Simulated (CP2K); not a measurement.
The system is Si.

```xyz
1
Lattice="2.5321 0.0000 0.0000 0.0000 2.5321 0.0000 0.0000 0.0000 2.5321" Properties=species:S:1:pos:R:3 pbc="T T T"
Si    1.2661    1.2661    1.2661
```

The cell was built by a generator and needn't be a form met in nature.

Base run:

```yaml
Program: CP2K 2026.2
Functional: PBE
Potentials_or_basis: POTENTIAL_UZH Si GTH-PBE-q4; TZVP-MOLOPT-PBE-GTH basis
Density_cutoff: 6123 eV
k_mesh: 10 × 10 × 10
Occupations: fermi-dirac, width 0.05 eV
Spin: no spin polarisation
```

Its results: band gap on the k mesh none (metal or under the smearing width); pressure -0.2 GPa.

Problem. The run is repeated on the same cell with these changes: functional from PBE to PBEsol. What comes out?

Solution. Band gap on the k mesh none (metal or under the smearing width); pressure -1.1 GPa.

PBEsol binds more tightly than PBE, so the same cell stands under less pressure.

Caveats: the basis of atomic orbitals isn't converged, which shifts pressures, moduli and gaps; the potentials were made for another functional, which shifts forces and pressure (some runs).

Not every run made on this cell is shown here.
